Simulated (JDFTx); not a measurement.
Crystal: Ti.

```
CELL_PARAMETERS angstrom
2.95000 0.00000 0.00000
-1.47500 2.55477 0.00000
0.00000 0.00000 4.68000
ATOMIC_POSITIONS crystal
Ti 0.66667 0.33333 0.75000
Ti 0.33333 0.66667 0.25000
```

```yaml
Program: JDFTx 1.7.0 (patched build)
Task: single point
Functional: PBEsol
Potentials_or_basis: PseudoDojo-SR-PBEsol-0.4.1-standard with smoothed tails
Cutoff: 1143 eV
Density_cutoff: 9143 eV
k_mesh: 10 × 10 × 6
Occupations: fermi-dirac, width 0.05 eV
Spin: no spin polarisation
```

On this cell: pressure -5.6 GPa; largest force under 0.003 eV/Å; band gap on the k mesh none (metal or under the smearing width).

The same run follows on a disturbed copy (atoms moved at random, drawn with an rms of 0.05 Å):

```xyz
2
Lattice="2.9500 0.0000 0.0000 -1.4750 2.5548 0.0000 0.0000 0.0000 4.6800" Properties=species:S:1:pos:R:3 pbc="T T T"
Ti    1.5420    0.8351    3.5029
Ti    0.0045    1.7191    1.1641
```

Problem. What does the disturbed cell give?

Solution. The energy (extrapolated to zero smearing) moves by +2.0 meV/atom; pressure -5.7 GPa; largest force 0.102 eV/Å; band gap on the k mesh none (metal or under the smearing width).

Forces on the atoms (eV/Å):
```
Ti  -0.091  0.046  0.003
Ti   0.091 -0.046 -0.003
```

Stress tensor (GPa, compression positive):
```
-5.87  0.68  0.00
 0.68 -5.18  0.00
 0.00  0.00 -5.95
```
